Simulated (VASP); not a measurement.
# VASP 6.6.1 run: AlN

INCAR

```
NELM = 120
NSW = 40
SIGMA = 0.02
EDIFF = 1E-7
LREAL = .FALSE.
PREC = Accurate
ISIF = 3
ENCUT = 600
LCHARG = .FALSE.
PSTRESS = 200
GGA = PS
LWAVE = .FALSE.
EDIFFG = -5E-3
NBANDS = 11
ISMEAR = -1
IBRION = 2
LASPH = .TRUE.
```

KPOINTS

```
KPOINTS created by Atomic Simulation Environment
0
Gamma
10 10 10
0 0 0
```

POSCAR

```
Al N
 1.0000000000000000
    -0.0000000000000000    2.0352516416763575    2.0352516416763575
     2.0352516416763575    0.0000000000000000    2.0352516416763575
     2.0352516416763575    2.0352516416763575   -0.0000000000000000
 Al  N
   1   1
Cartesian
  0.0000000000000000  0.0000000000000000  0.0000000000000000
  2.0352516416763575  2.0352516416763575  2.0352516416763575
```

The recommended PBE PAW datasets give the neutral cell 8 valence electrons.

Command

```
mpirun -np 1 vasp_std
```

OSZICAR

```
N       E                     dE             d eps       ncg     rms          rms(c)
DAV:   1     0.142003587541E+02    0.14200E+02   -0.42797E+03  1042   0.704E+02
DAV:   2    -0.161068732448E+02   -0.30307E+02   -0.29108E+02  1297   0.159E+02
DAV:   3    -0.170387359890E+02   -0.93186E+00   -0.93027E+00  1246   0.254E+01
DAV:   4    -0.170425930515E+02   -0.38571E-02   -0.38568E-02  1192   0.177E+00
DAV:   5    -0.170426282494E+02   -0.35198E-04   -0.35197E-04  1242   0.160E-01    0.719E+00
DAV:   6    -0.154843490515E+02    0.15583E+01   -0.68214E+00  1184   0.142E+01    0.266E+00
DAV:   7    -0.154599067932E+02    0.24442E-01   -0.15374E-01  1169   0.285E+00    0.171E+00
DAV:   8    -0.154464348161E+02    0.13472E-01   -0.14451E-02  1097   0.117E+00    0.337E-01
DAV:   9    -0.154461170568E+02    0.31776E-03   -0.13893E-03  1205   0.234E-01    0.152E-01
DAV:  10    -0.154461411387E+02   -0.24082E-04   -0.74358E-05  1154   0.629E-02    0.348E-02
...
DAV:   7    -0.153929194341E+02    0.93041E-06   -0.25542E-06  1127   0.900E-03    0.381E-03
DAV:   8    -0.153929194667E+02   -0.32580E-07   -0.30424E-08   562   0.151E-03
   3 F= -.13457447E+02 E0= -.13457447E+02  d E =-.116075E+00
       N       E                     dE             d eps       ncg     rms          rms(c)
DAV:   1    -0.153891970563E+02    0.37224E-02   -0.19313E-03  1064   0.326E-01    0.623E-02
DAV:   2    -0.153891236460E+02    0.73410E-04   -0.30151E-04  1145   0.112E-01    0.165E-02
DAV:   3    -0.153891221672E+02    0.14788E-05   -0.13055E-05  1115   0.278E-02    0.465E-03
DAV:   4    -0.153891217369E+02    0.43024E-06   -0.29117E-07   957   0.436E-03    0.232E-03
DAV:   5    -0.153891217063E+02    0.30628E-07   -0.52844E-08   553   0.179E-03
   4 F= -.13457530E+02 E0= -.13457530E+02  d E =-.116159E+00
```

Standard output (part)

```
POSCAR found type information on POSCAR AlN
 POSCAR found :  2 types and       2 ions
 LDA part: xc-table for (Slater+PW92), standard interpolation
 POSCAR, INCAR and KPOINTS ok, starting setup
 WAVECAR not read
 entering main loop
 curvature:   0.00 expect dE= 0.000E+00 dE for cont linesearch  0.000E+00
 search vector abs. value=  0.500E+00
 bond charge predicted
 trial-energy change:    0.098097  1 .order    0.130840   -0.500310    0.761990
 bond charge predicted
 curvature:  -0.20 expect dE=-0.782E-04 dE for cont linesearch -0.782E-04
 ZBRENT: interpolating
 opt :   0.4448  next Energy=   -13.457519 (dE=-0.116E+00)
 bond charge predicted
 curvature:  -0.18 expect dE=-0.860E-06 dE for cont linesearch -0.860E-06
 trial: gam=-0.00306 g(F)=  0.306E-64 g(S)=  0.472E-05 ort = 0.154E-02 (trialstep = 0.889E+00)
 search vector abs. value=  0.145E-09
 reached required accuracy - stopping structural energy minimisation
```

From OUTCAR

```
k-points           NKPTS =     47   k-points in BZ     NKDIM =     47   number of bands    NBANDS=     11

   NELECT =       8.0000    total number of electrons

   dimension x,y,z NGX =    24 NGY =   24 NGZ =   24
   dimension x,y,z NGXF=    48 NGYF=   48 NGZF=   48

  energy-cutoff  :      600.00
  volume of cell :       15.47
      direct lattice vectors                 reciprocal lattice vectors
    -0.000000000  1.977828391  1.977828391    -0.252802519  0.252802519  0.252802519
     1.977828391  0.000000000  1.977828391     0.252802519 -0.252802519  0.252802519
     1.977828391  1.977828391 -0.000000000     0.252802519  0.252802519 -0.252802519

 k-points in reciprocal lattice and weights: KPOINTS created by Atomic Simulation Env
   0.00000000  0.00000000  0.00000000       0.001
   0.10000000  0.00000000  0.00000000       0.008
   0.20000000  0.00000000  0.00000000       0.008
   0.30000000  0.00000000  0.00000000       0.008
   0.40000000  0.00000000  0.00000000       0.008
   0.50000000  0.00000000  0.00000000       0.004
   0.10000000  0.10000000  0.00000000       0.006
   0.20000000  0.10000000  0.00000000       0.024
   ...

 E-fermi :  11.1985

 k-point     1 :       0.0000    0.0000    0.0000
  band No.  band energies     occupation
      1      -7.4022      2.00000
      2      10.7644      2.00000
      3      10.7644      2.00000
      4      10.7644      2.00000
      5      17.4123      0.00000
      6      22.9941      0.00000
      7      22.9941      0.00000
      8      22.9941      0.00000
      9      28.2563      0.00000
     10      28.9361      0.00000
     11      28.9361      0.00000

 k-point     2 :       0.1000    0.0000    0.0000
  band No.  band energies     occupation
      1      -7.1827      2.00000
      2       9.7333      2.00000
      3      10.6246      2.00000
      4      10.6246      2.00000
      5      17.9858      0.00000
      6      22.0999      0.00000
      7      23.3313      0.00000
      8      23.3313      0.00000
      9      27.5359      0.00000
     10      27.5359      0.00000
     11      29.6917      0.00000

 k-point     3 :       0.2000    0.0000    0.0000
  band No.  band energies     occupation
      1      -6.5422      2.00000
      2       7.4963      2.00000
      3      10.2869      2.00000
      4      10.2869      2.00000
      5      18.3728      0.00000
      6      21.8650      0.00000
      7      23.6789      0.00000
      8      23.6789      0.00000
      9      26.8639      0.00000
     10      26.8639      0.00000
     11      29.2530      0.00000

 k-point     4 :       0.3000    0.0000    0.0000
  band No.  band energies     occupation
      1      -5.5525      2.00000
      2       5.0209      2.00000
      3       9.9150      2.00000
      4       9.9150      2.00000
      5      17.8532      0.00000
      6      23.0779      0.00000
      7      23.0779      0.00000
      8      23.1413      0.00000
      9      28.3246      0.00000
     10      28.3246      0.00000
     11      28.3457      0.00000

 k-point     5 :       0.4000    0.0000    0.0000
  band No.  band energies     occupation
      1      -4.4312      2.00000
      2       2.9067      2.00000
      3       9.6425      2.00000
      4       9.6425      2.00000
      5      17.3886      0.00000
      6      22.4396      0.00000
      7      22.4396      0.00000
      8      24.4676      0.00000
      9      27.6877      0.00000
     10      30.6432      0.00000
     11      30.6432      0.00000

 ...

  Total        1.9235138      1.9235138      1.9235138     -0.0000000     -0.0000000      0.0000000
  in kB      199.1636480    199.1636480    199.1636480     -0.0000000     -0.0000000      0.0000000
  external PRESSURE =      -0.8363520 kB  Pullay stress =     200.0000000 kB

 POSITION                                       TOTAL-FORCE (eV/Angst)
 -----------------------------------------------------------------------------------
      1.97783      1.97783     -0.00000        -0.000000      0.000000     -0.000000
      1.97783      1.97783      1.97783         0.000000     -0.000000      0.000000
 -----------------------------------------------------------------------------------
    total drift:                               -0.000000     -0.000000      0.000000

  FREE ENERGIE OF THE ION-ELECTRON SYSTEM (eV)
  ---------------------------------------------------
  free  energy   TOTEN  =       -15.3891217063 eV

  energy  without entropy=      -15.3891217063  energy(sigma->0) =      -15.38912171
```

```csv
ionic step,ΔH (meV/atom),volume (Å³),largest force (eV/Å),pressure (GPa),electronic steps
1,0.0,16.86,0.000,-4.99,13
2,49.0,13.85,0.000,66.32,8
3,-58.0,15.50,0.000,19.24,8
4,-58.1,15.47,0.000,19.92,5
```

It converged. Results: relaxed cell vector lengths 2.797, 2.797, 2.797 Å; relaxed cell volume 15.47 Å³.

For comparison, a separate PBEsol relaxation on usual settings, not on those above, ends at 16.53 Å³.

The run above took about 21 s on one core of a shared host (Intel Xeon Platinum 8488C) and held 0.14 GiB at most.
